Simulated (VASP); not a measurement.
# InP (Fm-3m) in VASP: notebook, part 2 of 2

VASP 6.6.1.

**4. Single point, PBEsol**

INCAR

```
SYSTEM = InP
PREC = Accurate ; ENCUT = 400
EDIFF = 0.01 ; ISMEAR = 0
SIGMA = 0.05 ; LREAL = .FALSE.
LASPH = .TRUE. ; NELM = 100
ALGO = Normal ; ISIF = 2
LWAVE = .FALSE. ; LCHARG = .FALSE.
GGA = PS ; ADDGRID = .FALSE.
```

KPOINTS

```
regular mesh
0
G
  5 5 5
  0 0 0
```

POSCAR

```
InP
1.0
    0.0000000000      2.7688340000      2.7688340000
    2.7688340000      0.0000000000      2.7688340000
    2.7688340000      2.7688340000      0.0000000000
In P
1 1
Direct
    0.0000000000      0.0000000000      0.0000000000
    0.5000000000      0.5000000000      0.5000000000
```

Potentials or basis: VASP PAW PBE potentials, release 64 (In_d, P).

Launch:

```sh
$ cat potpaw_PBE.64/In_d/POTCAR potpaw_PBE.64/P/POTCAR > POTCAR
$ mpirun -np 1 vasp_std > vasp.out
```

OUTCAR:

```text
SYSTEM = InP
   PREC = Accurate
   ENCUT = 400
   EDIFF = 0.01
   ISMEAR = 0
   LREAL = .FALSE.
   LASPH = .TRUE.
   NELM = 100
   ISIF = 2
   GGA = PS

 Found     10 irreducible k-points:

 Following reciprocal coordinates:
            Coordinates               Weight
  0.000000  0.000000  0.000000      1.000000
  0.200000  0.000000  0.000000      8.000000
  0.400000  0.000000  0.000000      8.000000
  0.200000  0.200000  0.000000      6.000000
  0.400000  0.200000  0.000000     24.000000
 -0.400000  0.200000  0.000000     24.000000
   k-points           NKPTS =     10   k-points in BZ     NKDIM =     10   number of bands    NBANDS=     13
   number of dos      NEDOS =    301   number of ions     NIONS =      2
   total plane-waves  NPLWV =  21952
   dimension x,y,z NGX =    28 NGY =   28 NGZ =   28
   dimension x,y,z NGXF=    56 NGYF=   56 NGZF=   56
   ions per type =               1   1
   NGX,Y,Z   is equivalent  to a cutoff of  11.89, 11.89, 11.89 a.u.
   NGXF,Y,Z  is equivalent  to a cutoff of  23.78, 23.78, 23.78 a.u.
 SYSTEM =  InP
   PREC   = accura    normal or accurate (medium, high low for compatibility)
   ISTART =      0    job   : 0-new  1-cont  2-samecut
   ICHARG =      2    charge: 1-file 2-atom 10-const
   ISPIN  =      1    spin polarized calculation?
   LNONCOLLINEAR =      F non collinear calculations
   LSORBIT =      F    spin-orbit coupling
   LASPH  =      T    aspherical Exc in radial PAW
   ENCUT  =  400.0 eV  29.40 Ry    5.42 a.u.   6.39  6.39  6.39*2*pi/ulx,y,z
   NELM   =    100;   NELMIN=  2; NELMDL= -5     # of ELM steps
   EDIFF  = 0.1E-01   stopping-criterion for ELM
   LREAL  =      F    real-space projection
   EDIFFG = 0.1E+00   stopping-criterion for IOM
   NSW    =      0    number of steps for IOM
   IBRION =     -1    ionic relax: 0-MD 1-quasi-New 2-CG
   NFREE  =      0    steps in history (QN), initial steepest desc. (CG)
   ISIF   =      2    stress and relaxation
   ISYM   =      2    0-nonsym 1-usesym 2-fastsym
   POTIM  = 0.5000    time-step for ionic-motion
   TEBEG  =    0.0;   TEEND  =   0.0 temperature during run
   PSTRESS=    0.0 pullay stress
   NELECT =      18.0000    total number of electrons
   NUPDOWN=      -1.0000    fix difference up-down
   EMIN   =  10.00;   EMAX   =-10.00  energy-range for DOS
   EFERMI =   0.00;   METHOD = LEGACY
   ISMEAR =     0;   SIGMA  =   0.05  broadening in eV -4-tet -1-fermi 0-gaus
   EFERMI_NEDOS =   21; number of points for ismear=-14 and -15
   IALGO  =     38    algorithm
   IMIX   =      4    mixing-type and parameters
     AMIX     =   0.40;   BMIX     =  1.00
     AMIX_MAG =   1.60;   BMIX_MAG =  1.00
  volume/ion in A,a.u.               =      21.23       143.25
  Fermi-wavevector in a.u.,A,eV,Ry     =   1.229869  2.324115 20.579860  1.512577
  Thomas-Fermi vector in A             =   2.364739
   LORBIT       =      0    0 simple, 1 ext, 2 COOP (PROOUT), +10 PAW based schemes
   GGA     = PS    functional components
   LHFCALC =     F    Hartree Fock is set to
   AEXX    =    0.0000 exact exchange contribution
   IVDW    =     0    specifies the selected vdW correction
   LEPSILON=     F    determine dielectric tensor
   LRPA    =     F    only Hartree local field effects (RPA)
 non-spin polarized calculation
 Gauss-broadening in eV      SIGMA  =   0.05
  energy-cutoff  :      400.00
  volume of cell :       42.45
 maximum number of plane-waves:       785
 NGX is ok and might be reduce to    28
   NGX = 13   NGY = 13   NGZ = 13

 number of electron      17.9999990 magnetization

 Free energy of the ion-electron system (eV)
  ---------------------------------------------------
  ext. energy  EPLUGINS =         0.00000000
  ---------------------------------------------------
  free energy    TOTEN  =        -8.75500568 eV

  energy without entropy =       -8.75157360  energy(sigma->0) =       -8.75328964

 E-fermi :   7.0340     XC(G=0): -10.5507

 val. band max:        7.0227752168   @ k =   0.4000   0.0000   0.0000
 cond. band min:       7.2289477164   @ k =  -0.2000   0.2000   0.0000
 fundamental gap:      0.2061724996
 Fermi energy:         7.0340373813

 k-point     1 :       0.0000    0.0000    0.0000
  band No.  band energies     occupation
      1      -7.1881      2.00000
      2      -7.1881      2.00000
      3      -7.1654      2.00000
      4      -7.1654      2.00000
      5      -7.1654      2.00000
      6      -5.0966      2.00000
      7       6.6619      2.00000
      8       6.6619      2.00000
      9       6.6619      2.00000
     10       7.4065      0.00000
     11      13.9901      0.00000
     12      13.9902      0.00000
     13      13.9903      0.00000

 k-point     2 :       0.2000    0.0000    0.0000
  band No.  band energies     occupation
      1      -7.2083      2.00000
      2      -7.2083      2.00000
      3      -7.1678      2.00000
      4      -7.1383      2.00000
      5      -7.1383      2.00000
      6      -4.6024      2.00000
      7       3.6941      2.00000
      8       6.7510      2.00000
      9       6.7510      2.00000
     10       9.4524      0.00000
     11      12.4760      0.00000
     12      12.5264      0.00000
     13      12.5264      0.00000

 k-point     3 :       0.4000    0.0000    0.0000
  band No.  band energies     occupation
      1      -7.2449      2.00000
      2      -7.2448      2.00000
      3      -7.1761      2.00000
      4      -7.0897      2.00000
      5      -7.0897      2.00000
      6      -3.3572      2.00000
      7       0.8247      2.00000
      8       7.0228      1.25007
      9       7.0228      1.24993
     10       9.4285      0.00000
     11      10.5759      0.00000
     12      10.5759      0.00000
     13      12.1247      0.00000

 k-point     4 :       0.2000    0.2000    0.0000
  band No.  band energies     occupation
      1      -7.2694      2.00000
      2      -7.1850      2.00000
      3      -7.1715      2.00000
      4      -7.1278      2.00000
      5      -7.1278      2.00000
      6      -4.3993      2.00000
      7       4.2281      2.00000
      8       5.8349      2.00000
      9       5.8349      2.00000
     10       9.1336      0.00000
     11      11.8775      0.00000
     12      12.1269      0.00000
     13      14.2360      0.00000

 k-point     5 :       0.4000    0.2000    0.0000
  band No.  band energies     occupation
      1      -7.3354      2.00000
      2      -7.1917      2.00000
      3      -7.1820      2.00000
      4      -7.1054      2.00000
      5      -7.0823      2.00000
      6      -3.3040      2.00000
      7       1.9835      2.00000
      8       5.4186      2.00000
      9       5.6208      2.00000
     10       7.8320      0.00000
     11      11.8125      0.00000
     12      13.2015      0.00000
     13      13.2281      0.00000

 k-point     6 :      -0.4000    0.2000    0.0000
  band No.  band energies     occupation
      1      -7.3196      2.00000
      2      -7.2244      2.00000
      3      -7.1551      2.00000
      4      -7.1102      2.00000
      5      -7.0819      2.00000
      6      -2.5979      2.00000
      7       0.7775      2.00000
      8       4.4565      2.00000
      9       6.3078      2.00000
     10       8.5011      0.00000
     11      11.6551      0.00000
     12      11.6821      0.00000
     13      14.3167      0.00000

 [... further k-points ...]

------------------------ aborting loop because EDIFF is reached ----------------------------------------

  FORCE on cell =-STRESS in cart. coord.  units (eV):
  Direction    XX          YY          ZZ          XY          YZ          ZX
  --------------------------------------------------------------------------------------
  -------------------------------------------------------------------------------------
  Total       -0.8980880     -0.8980880     -0.8980880      0.0000000     -0.0000000      0.0000000
  in kB      -33.8929000    -33.8929000    -33.8929000      0.0000000     -0.0000000      0.0000000
  external PRESSURE =     -33.8929000 kB  Pullay stress =       0.0000000 kB

 VOLUME and BASIS-vectors are now :
 -----------------------------------------------------------------------------
  energy-cutoff  :      400.00
  volume of cell :       42.45
      direct lattice vectors                 reciprocal lattice vectors
     0.000000000  2.768834000  2.768834000    -0.180581429  0.180581429  0.180581429
     2.768834000  0.000000000  2.768834000     0.180581429 -0.180581429  0.180581429
     2.768834000  2.768834000  0.000000000     0.180581429  0.180581429 -0.180581429

 POSITION                                       TOTAL-FORCE (eV/Angst)
 -----------------------------------------------------------------------------------
      0.00000      0.00000      0.00000         0.000000      0.000000      0.000000
      2.76883      2.76883      2.76883        -0.000000      0.000000     -0.000000
 -----------------------------------------------------------------------------------
    total drift:                               -0.000000      0.000000      0.000000

  FREE ENERGIE OF THE ION-ELECTRON SYSTEM (eV)
  ---------------------------------------------------
  free  energy   TOTEN  =        -8.7550056839 eV

  energy  without entropy=       -8.7515735996  energy(sigma->0) =       -8.75328964
```

Wall time 5.1 s (1 thread of Intel Xeon Platinum 8488C (Sapphire Rapids), shared host); peak memory 0.14 GiB.

The run converged, but some of its settings lie outside the range that counts as converged, so its numbers aren't taken as properties of the crystal.

What came out:

* Free energy: -8.7550 eV
* Pressure: -3.4 GPa
* Band gap on the k mesh: none (metal or under the smearing width)

Caveat: the k mesh is coarse (spacing up to 0.39 Å⁻¹), so the values aren't converged; the PAW data sets were made with another functional, which shifts forces and pressure a little.

**5. Single point, PBEsol**

INCAR: that of step 4 with these lines changed.

```diff
@@ -2,3 +2,3 @@
 PREC = Accurate ; ENCUT = 400
-EDIFF = 0.01 ; ISMEAR = 0
+EDIFF = 0.001 ; ISMEAR = 0
 SIGMA = 0.05 ; LREAL = .FALSE.
```

KPOINTS is that of step 4.

POSCAR is that of step 4.

Potentials or basis: VASP PAW PBE potentials, release 64 (In_d, P).

Launch:

```sh
$ cat potpaw_PBE.64/In_d/POTCAR potpaw_PBE.64/P/POTCAR > POTCAR
$ mpirun -np 1 vasp_std > vasp.out
```

OUTCAR:

```text
SYSTEM = InP
   PREC = Accurate
   ENCUT = 400
   EDIFF = 0.001
   ISMEAR = 0
   LREAL = .FALSE.
   LASPH = .TRUE.
   NELM = 100
   ISIF = 2
   GGA = PS

 Found     10 irreducible k-points:

 Following reciprocal coordinates:
            Coordinates               Weight
  0.000000  0.000000  0.000000      1.000000
  0.200000  0.000000  0.000000      8.000000
  0.400000  0.000000  0.000000      8.000000
  0.200000  0.200000  0.000000      6.000000
  0.400000  0.200000  0.000000     24.000000
 -0.400000  0.200000  0.000000     24.000000
   k-points           NKPTS =     10   k-points in BZ     NKDIM =     10   number of bands    NBANDS=     13
   number of dos      NEDOS =    301   number of ions     NIONS =      2
   total plane-waves  NPLWV =  21952
   dimension x,y,z NGX =    28 NGY =   28 NGZ =   28
   dimension x,y,z NGXF=    56 NGYF=   56 NGZF=   56
   ions per type =               1   1
   NGX,Y,Z   is equivalent  to a cutoff of  11.89, 11.89, 11.89 a.u.
   NGXF,Y,Z  is equivalent  to a cutoff of  23.78, 23.78, 23.78 a.u.
 SYSTEM =  InP
   PREC   = accura    normal or accurate (medium, high low for compatibility)
   ISTART =      0    job   : 0-new  1-cont  2-samecut
   ICHARG =      2    charge: 1-file 2-atom 10-const
   ISPIN  =      1    spin polarized calculation?
   LNONCOLLINEAR =      F non collinear calculations
   LSORBIT =      F    spin-orbit coupling
   LASPH  =      T    aspherical Exc in radial PAW
   ENCUT  =  400.0 eV  29.40 Ry    5.42 a.u.   6.39  6.39  6.39*2*pi/ulx,y,z
   NELM   =    100;   NELMIN=  2; NELMDL= -5     # of ELM steps
   EDIFF  = 0.1E-02   stopping-criterion for ELM
   LREAL  =      F    real-space projection
   EDIFFG = 0.1E-01   stopping-criterion for IOM
   NSW    =      0    number of steps for IOM
   IBRION =     -1    ionic relax: 0-MD 1-quasi-New 2-CG
   NFREE  =      0    steps in history (QN), initial steepest desc. (CG)
   ISIF   =      2    stress and relaxation
   ISYM   =      2    0-nonsym 1-usesym 2-fastsym
   POTIM  = 0.5000    time-step for ionic-motion
   TEBEG  =    0.0;   TEEND  =   0.0 temperature during run
   PSTRESS=    0.0 pullay stress
   NELECT =      18.0000    total number of electrons
   NUPDOWN=      -1.0000    fix difference up-down
   EMIN   =  10.00;   EMAX   =-10.00  energy-range for DOS
   EFERMI =   0.00;   METHOD = LEGACY
   ISMEAR =     0;   SIGMA  =   0.05  broadening in eV -4-tet -1-fermi 0-gaus
   EFERMI_NEDOS =   21; number of points for ismear=-14 and -15
   IALGO  =     38    algorithm
   IMIX   =      4    mixing-type and parameters
[... 21 lines left out ...]

 Free energy of the ion-electron system (eV)
  ---------------------------------------------------
  ext. energy  EPLUGINS =         0.00000000
  ---------------------------------------------------
  free energy    TOTEN  =        -8.75501811 eV

  energy without entropy =       -8.75158602  energy(sigma->0) =       -8.75330206

 E-fermi :   7.0377     XC(G=0): -10.5498

 val. band max:        7.0263901961   @ k =   0.4000   0.0000   0.0000
 cond. band min:       7.2327749528   @ k =  -0.2000   0.2000   0.0000
 fundamental gap:      0.2063847567
 Fermi energy:         7.0376556904

 k-point     1 :       0.0000    0.0000    0.0000
  band No.  band energies     occupation
      1      -7.2097      2.00000
      2      -7.2097      2.00000
      3      -7.1885      2.00000
      4      -7.1885      2.00000
      5      -7.1885      2.00000
      6      -5.0936      2.00000
      7       6.6656      2.00000
      8       6.6656      2.00000
      9       6.6656      2.00000
     10       7.4058      0.00000
     11      13.9931      0.00000
     12      13.9931      0.00000
     13      13.9931      0.00000
[... 66 lines left out ...]
  band No.  band energies     occupation
      1      -7.3403      2.00000
      2      -7.2458      2.00000
      3      -7.1780      2.00000
      4      -7.1333      2.00000
      5      -7.1051      2.00000
      6      -2.5945      2.00000
      7       0.7777      2.00000
      8       4.4595      2.00000
      9       6.3109      2.00000
     10       8.5018      0.00000
     11      11.6554      0.00000
     12      11.6855      0.00000
     13      14.3196      0.00000

 [... further k-points ...]

------------------------ aborting loop because EDIFF is reached ----------------------------------------

  FORCE on cell =-STRESS in cart. coord.  units (eV):
  Direction    XX          YY          ZZ          XY          YZ          ZX
  --------------------------------------------------------------------------------------
  -------------------------------------------------------------------------------------
  Total       -0.7707431     -0.7707431     -0.7707431      0.0000000      0.0000000     -0.0000000
  in kB      -29.0870362    -29.0870362    -29.0870362      0.0000000      0.0000000     -0.0000000
  external PRESSURE =     -29.0870362 kB  Pullay stress =       0.0000000 kB

 VOLUME and BASIS-vectors are now :
 -----------------------------------------------------------------------------
  energy-cutoff  :      400.00
  volume of cell :       42.45
      direct lattice vectors                 reciprocal lattice vectors
     0.000000000  2.768834000  2.768834000    -0.180581429  0.180581429  0.180581429
     2.768834000  0.000000000  2.768834000     0.180581429 -0.180581429  0.180581429
     2.768834000  2.768834000  0.000000000     0.180581429  0.180581429 -0.180581429

 POSITION                                       TOTAL-FORCE (eV/Angst)
 -----------------------------------------------------------------------------------
      0.00000      0.00000      0.00000        -0.000000     -0.000000      0.000000
      2.76883      2.76883      2.76883         0.000000      0.000000     -0.000000
 -----------------------------------------------------------------------------------
    total drift:                               -0.000000      0.000000      0.000000

  FREE ENERGIE OF THE ION-ELECTRON SYSTEM (eV)
  ---------------------------------------------------
  free  energy   TOTEN  =        -8.7550181061 eV

  energy  without entropy=       -8.7515860219  energy(sigma->0) =       -8.75330206
```

OSZICAR:

```text
N       E                     dE             d eps       ncg     rms          rms(c)
DAV:   1     0.996349446963E+02    0.99635E+02   -0.74339E+03   265   0.134E+03
DAV:   2    -0.235076559905E+01   -0.10199E+03   -0.97231E+02   275   0.307E+02
DAV:   3    -0.884904622325E+01   -0.64983E+01   -0.64433E+01   333   0.832E+01
DAV:   4    -0.901840286528E+01   -0.16936E+00   -0.16835E+00   313   0.135E+01
DAV:   5    -0.902661722981E+01   -0.82144E-02   -0.82142E-02   386   0.265E+00    0.453E+00
DAV:   6    -0.877198228878E+01    0.25463E+00   -0.54439E-01   347   0.149E+01    0.260E+00
DAV:   7    -0.875714012200E+01    0.14842E-01   -0.91167E-02   357   0.341E+00    0.101E+00
DAV:   8    -0.875509147389E+01    0.20486E-02   -0.52622E-03   295   0.106E+00    0.202E-01
DAV:   9    -0.875501810615E+01    0.73368E-04   -0.24338E-04   150   0.261E-01
   1 F= -.87550181E+01 E0= -.87533021E+01  d E =-.343208E-02
```

Wall time 7.2 s (1 thread of Intel Xeon Platinum 8488C (Sapphire Rapids), shared host); peak memory 0.14 GiB.

The run converged, but some of its settings lie outside the range that counts as converged, so its numbers aren't taken as properties of the crystal.

Results:

```
Free energy            : -8.7550 eV
Pressure               : -2.9 GPa
Band gap on the k mesh : none (metal or under the smearing width)
```

Caveat: the k mesh is coarse (spacing up to 0.39 Å⁻¹), so the values aren't converged; the PAW data sets were made with another functional, which shifts forces and pressure a little.

**6. Single point, PBEsol**

INCAR: that of step 5 with these lines changed.

```diff
@@ -2,3 +2,3 @@
 PREC = Accurate ; ENCUT = 400
-EDIFF = 0.001 ; ISMEAR = 0
+EDIFF = 1E-4 ; ISMEAR = 0
 SIGMA = 0.05 ; LREAL = .FALSE.
```

KPOINTS is that of step 5.

POSCAR is that of step 5.

Potentials or basis: VASP PAW PBE potentials, release 64 (In_d, P).

Launch:

```sh
$ cat potpaw_PBE.64/In_d/POTCAR potpaw_PBE.64/P/POTCAR > POTCAR
$ mpirun -np 1 vasp_std > vasp.out
```

It took 5 s on 1 thread of Intel Xeon Platinum 8488C (Sapphire Rapids), shared host; peak memory 0.14 GiB.

These settings aren't checked as converged: the numbers below hold their error.

Results:

```yaml
Free_energy: -8.7550 eV
Pressure: -3.0 GPa
Band_gap_on_the_k_mesh: none (metal or under the smearing width)
```

Caveat: the k mesh is coarse (spacing up to 0.39 Å⁻¹), so the values aren't converged; the PAW data sets were made with another functional, which shifts forces and pressure a little.
